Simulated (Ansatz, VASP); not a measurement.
**ZnInGaO4 in VASP and in Ansatz**

The input INCAR:

```
SYSTEM = ZnInGaO4
ALGO = Normal ; EDIFF = 1E-6
ENCUT = 520 ; GGA = PS
ISIF = 2 ; ISMEAR = 0
LASPH = .True. ; LCHARG = .False.
LREAL = .False. ; LWAVE = .False.
NBANDS = 40 ; NELM = 100
PREC = Accurate ; SIGMA = 0.1
```

The input KPOINTS:

```
k-points
0
Gamma
  6 6 6
  0 0 0
```

Contents of POSCAR:

```
ZnInGaO4
1.0
    1.6803268679      0.9701371695      8.7134054620
   -1.6803268679      0.9701371695      8.7134054620
    0.0000000000     -1.9402743390      8.7134054620
Zn In Ga O
1 1 1 4
Direct
    0.2183820000      0.2183820000      0.2183820000
    0.0027680000      0.0027680000      0.0027680000
    0.7870340000      0.7870340000      0.7870340000
    0.2951430000      0.2951430000      0.2951430000
    0.7113580000      0.7113580000      0.7113580000
    0.1217170000      0.1217170000      0.1217170000
    0.8635990000      0.8635990000      0.8635990000
```

Input for Ansatz:

```yaml
crystal:
  lattice:
    - [1.6803268679, 0.9701371695, 8.713405462]
    - [-1.6803268679, 0.9701371695, 8.713405462]
    - [0.0, -1.940274339, 8.713405462]
  atoms:
    - { symbol: Zn, position: [0.218382, 0.218382, 0.218382] }
    - { symbol: In, position: [0.002768, 0.002768, 0.002768] }
    - { symbol: Ga, position: [0.787034, 0.787034, 0.787034] }
    - { symbol: O, position: [0.295143, 0.295143, 0.295143] }
    - { symbol: O, position: [0.711358, 0.711358, 0.711358] }
    - { symbol: O, position: [0.121717, 0.121717, 0.121717] }
    - { symbol: O, position: [0.863599, 0.863599, 0.863599] }
basis:
  ecutwfc: 420
kpoints:
  mp_grid: { grid: [6, 6, 6] }
hamiltonian:
  xc: pbesol
scf:
  occupations: { method: gaussian, width: 0.1 }
output:
  forces: true
  stress: true
  eigenvalues: true
```

The cell comes from a database or a generator and needn't be the stable form of this composition.

Alike in both runs: task single point; functional PBEsol; k mesh 6 × 6 × 6; occupations gaussian, width 0.1 eV; no spin polarisation.

```csv
,VASP,Ansatz
version,VASP 6.6.1,Ansatz 0.2.0
potentials or method,"VASP PAW PBE potentials, release 64 (Zn, In_d, Ga_d, O)","scalar-relativistic, plane waves, PAW"
plane-wave cutoff (eV),520,420
valence electrons in the cell,62,62
```

VASP gave:

| Quantity | Value |
| --- | --- |
| gap on the k mesh at the Fermi level (eV) | 0.96 |
| least direct gap on the mesh (eV) | 0.96 |
| pressure (GPa) | -6.1 |
| largest component of the traceless stress (GPa) | 0.07 |
| rms of the force components (eV/Å) | 0.029 |

Question: Estimate Ansatz's values.

Answer: gap on the k mesh at the Fermi level (eV): 0.97; least direct gap on the mesh (eV): 0.97; pressure (GPa): -6.7; largest component of the traceless stress (GPa): 0.10; rms of the force components (eV/Å): 0.028.

Atom by atom the forces differ by 0.005 eV/Å (rms over components). The functional is the same, so the differences come from potentials, cutoffs and numerics.

Caveats: the PAW data sets were made with another functional, which shifts forces and pressure a little (VASP); spin-orbit coupling is left out, which moves the levels of the heavy elements. A k mesh can miss the band edges.
